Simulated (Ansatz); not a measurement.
Steps from a short run of molecular dynamics on a 2×2×2 supercell (16 atoms) of HgSe (F-43m), relaxed with r2SCAN; forces from PBEsol in the PAW code Ansatz, 2×2×2 mesh, Fermi-Dirac smearing of 0.112 eV, a Langevin thermostat at fixed volume, set at 1300 K. Spin polarisation is off, nuclei are classical, and the run is far too short for thermal averages.

Cell vectors in Å:
```
0.0000 6.1853 6.1853
6.1853 0.0000 6.1853
6.1853 6.1853 0.0000
```

Question: At 24 fs the positions in Å are
```
Hg   0.014  -0.011  -0.042
Se   1.581   1.655   1.531
Hg   3.108   3.062  -0.101
Se   4.634   4.698   1.548
Hg   3.025  -0.040   3.134
Se   4.617   1.554   4.623
Hg   6.199   3.074   2.988
Se   7.659   4.530   4.723
Hg  -0.010   3.107   3.082
Se   1.619   4.614   4.734
Hg   3.061   6.279   3.058
Se   4.745   7.680   4.754
Hg   3.161   3.036   6.239
Se   4.711   4.601   7.888
Hg   6.158   6.278   6.212
Se   7.750   7.657   7.773
```
What are the forces, and how far does the free energy (smearing included) lie above that of step 0, with the atoms on their sites?

Answer: 25.0 meV an atom; forces in eV/Å:
```
Hg   0.058   0.150   0.103
Se  -0.067  -0.656   0.234
Hg   0.249   0.131   0.298
Se   0.029  -0.186  -0.023
Hg  -0.185   0.035   0.016
Se   0.160  -0.123  -0.029
Hg  -0.251   0.176   0.160
Se  -0.025   0.495  -0.367
Hg   0.548  -0.285   0.520
Se   0.013   0.061  -0.212
Hg   0.440  -0.612   0.645
Se  -0.653   0.495  -0.923
Hg   0.089   0.212   0.069
Se  -0.651   0.477  -0.664
Hg   0.375  -0.941   0.461
Se  -0.127   0.571  -0.287
```

Question: At 33 fs the positions in Å are
```
Hg   0.016  -0.022  -0.069
Se   1.598   1.698   1.519
Hg   3.110   3.062  -0.137
Se   4.616   4.700   1.546
Hg   2.997  -0.055   3.144
Se   4.613   1.579   4.616
Hg   6.197   3.068   2.949
Se   7.635   4.500   4.734
Hg  -0.012   3.104   3.074
Se   1.639   4.615   4.768
Hg   3.053   6.290   3.046
Se   4.779   7.656   4.747
Hg   3.173   3.035   6.248
Se   4.729   4.615   7.943
Hg   6.136   6.312   6.227
Se   7.772   7.641   7.800
```
What are the forces, and how far does the free energy (smearing included) lie above that of step 0, with the atoms on their sites?

Answer: 41.8 meV an atom; forces in eV/Å:
```
Hg  -0.015   0.248   0.177
Se  -0.119  -0.882   0.323
Hg   0.392   0.084   0.280
Se   0.139  -0.180  -0.087
Hg  -0.219   0.118   0.056
Se   0.162  -0.260  -0.009
Hg  -0.293   0.238   0.205
Se  -0.073   0.660  -0.440
Hg   0.739  -0.400   0.644
Se   0.004   0.046  -0.322
Hg   0.668  -0.877   0.924
Se  -0.965   0.790  -1.136
Hg   0.141   0.239   0.138
Se  -0.824   0.607  -0.902
Hg   0.633  -1.221   0.756
Se  -0.370   0.790  -0.607
```

Question: At 36 fs the positions in Å are
```
Hg   0.014  -0.027  -0.078
Se   1.597   1.710   1.512
Hg   3.109   3.060  -0.150
Se   4.611   4.696   1.545
Hg   2.985  -0.058   3.144
Se   4.611   1.588   4.614
Hg   6.198   3.064   2.941
Se   7.629   4.485   4.735
Hg  -0.012   3.104   3.073
Se   1.648   4.618   4.779
Hg   3.052   6.294   3.043
Se   4.789   7.649   4.740
Hg   3.174   3.037   6.250
Se   4.733   4.629   7.962
Hg   6.130   6.326   6.233
Se   7.778   7.641   7.812
```
What are the forces, and how far does the free energy (smearing included) lie above that of step 0, with the atoms on their sites?

Answer: 47.7 meV an atom; forces in eV/Å:
```
Hg  -0.046   0.274   0.198
Se  -0.120  -0.935   0.358
Hg   0.449   0.057   0.291
Se   0.161  -0.174  -0.107
Hg  -0.238   0.149   0.077
Se   0.149  -0.305   0.007
Hg  -0.325   0.271   0.219
Se  -0.108   0.754  -0.456
Hg   0.776  -0.409   0.653
Se  -0.015   0.044  -0.367
Hg   0.740  -0.966   0.992
Se  -1.051   0.876  -1.198
Hg   0.168   0.239   0.169
Se  -0.836   0.601  -0.963
Hg   0.722  -1.306   0.861
Se  -0.427   0.830  -0.733
```
